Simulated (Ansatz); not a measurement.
A nudged elastic band was laid between two geometries of a periodic cell of 23 atoms, Si₈NO₁₄ (host SiO2, host structure P1, dopant N, one O atom removed), cell charge +2.

Method: DFT PBEsol, scalar-relativistic, plane waves, PAW in Ansatz 0.2.0. Settings: PAW set soft_1, cutoff 420 eV, k mesh 2x2x2, fermi-dirac smearing 0.02 eV, spin collinear.

| Item | Value |
| --- | --- |
| movable images | 5 |
| climbing image | yes |
| spring | 5.0 eV/Å² |
| optimiser | quadratic models (default) |
| start path | IDPP |
| force threshold | 0.05 eV/Å |
| iteration limit | 35 |
| end points | relaxed |

Image 0:

```xyz
23
Lattice="-5.6579 -5.2657 0.0000 4.5381 -5.2657 0.0000 2.0996 2.2759 6.2332" Properties=species:S:1:pos:R:3
Si -0.971 -6.203 1.244
Si -2.423 -5.462 3.667
Si -3.778 -7.180 0.381
Si 1.460 -2.785 3.045
O -0.036 -7.704 1.530
O -3.291 -4.136 3.243
O -2.362 -6.365 0.479
O 1.942 -3.098 1.508
O 0.520 -1.031 0.704
O -1.140 -5.489 2.652
O 2.308 -1.510 3.555
O -1.791 -5.454 5.128
Si -0.625 -1.357 1.790
Si 2.347 -5.455 3.832
Si 1.108 -7.096 0.262
Si 1.265 -7.926 2.667
O -0.124 -2.376 2.961
O 1.522 -4.089 3.978
N -2.137 -2.137 1.352
O 0.282 -5.681 0.295
O 3.338 -5.302 2.533
O 1.357 -6.753 3.756
O 3.300 -5.640 5.150
```

Image 6:

```xyz
23
Lattice="-5.6579 -5.2657 0.0000 4.5381 -5.2657 0.0000 2.0996 2.2759 6.2332" Properties=species:S:1:pos:R:3
Si -0.968 -6.306 1.401
Si -2.698 -5.596 3.773
Si -3.437 -7.195 0.263
Si 1.390 -2.863 2.793
O -0.339 -7.665 2.178
O -3.667 -4.235 3.731
O -1.905 -6.646 0.140
O 2.269 -3.058 1.436
O 1.184 -0.734 0.768
O -1.699 -5.404 2.502
O 2.057 -1.670 3.711
O -1.825 -5.592 5.118
Si -0.240 -1.028 1.505
Si 2.504 -5.418 3.705
Si 1.502 -6.424 -0.026
Si 0.796 -8.026 3.215
O -0.124 -2.439 2.326
O 1.381 -4.277 3.589
N -1.460 -0.897 0.311
O 0.402 -5.610 0.777
O 3.681 -5.237 2.593
O 1.813 -6.916 3.669
O 3.235 -5.273 5.169
```

Q: What changes between the two ends?

A: Contacts lost: O5–Si15, Si15–Si16, Si16–N19. The atom that moves furthest is N19, by 1.76 Å; four of its nearest neighbours are Si15 1.72, Si13 1.76, Si16 1.81, O5 2.46 Å at the first end and Si15 1.63, Si13 1.71, O21 2.54, O9 2.69 Å at the last.

Q: What energy profile does the band end with?

A: The forces met the threshold. The highest image is number 4 of 0 to 6, 1.52 eV above the first end and 0.03 eV above the last; the last end lies 1.49 eV above the first. By the program's own check the climbing image is of a kind that is not told: the force calls were inconclusive, a negative curvature could not be distinguished from the path's own, the only one lies far off the path, or fixed occupations may fill a level only in part (lowest curvatures found: -0.40 and 0.18 eV/Å²). Limits of this set-up: coarse k mesh, PAW files made for another functional, a small cell, in which the defect meets its images, charged cell in a uniform background, uncorrected.

```tsv
image	path coordinate (Å)	energy (eV)	O5–Si15 (Å)	Si15–Si16 (Å)	Si16–N19 (Å)
0	0.00	0.00	1.81	2.55	1.81
1	0.67	0.14	1.80	2.57	1.85
2	1.35	0.85	1.84	2.70	2.25
3	2.02	1.41	1.93	2.94	3.04
4	2.70	1.52	2.44	3.32	3.57
5	3.20	1.50	2.82	3.54	3.86
6	3.70	1.49	3.13	3.68	3.74
```

Q: What is the geometry of the highest image?

A: 
```xyz
23
Lattice="-5.6579 -5.2657 0.0000 4.5381 -5.2657 0.0000 2.0996 2.2759 6.2332" Properties=species:S:1:pos:R:3
Si -0.959 -6.254 1.293
Si -2.686 -5.628 3.761
Si -3.547 -7.189 0.330
Si 1.373 -2.901 2.862
O -0.014 -7.621 1.765
O -3.620 -4.270 3.465
O -2.038 -6.596 0.168
O 2.196 -3.088 1.466
O 1.080 -0.751 0.882
O -1.530 -5.574 2.613
O 2.068 -1.692 3.726
O -1.961 -5.512 5.172
Si -0.313 -1.081 1.651
Si 2.472 -5.453 3.801
Si 1.372 -6.523 0.090
Si 0.908 -8.047 2.998
O -0.164 -2.481 2.482
O 1.370 -4.296 3.682
N -1.619 -1.115 0.562
O 0.277 -5.448 0.541
O 3.661 -5.239 2.708
O 1.755 -6.937 3.709
O 3.177 -5.388 5.273
```

Run time: 32 min on 2 threads of Arm Neoverse V2, with other jobs on the host, peak memory 2.1 GiB.
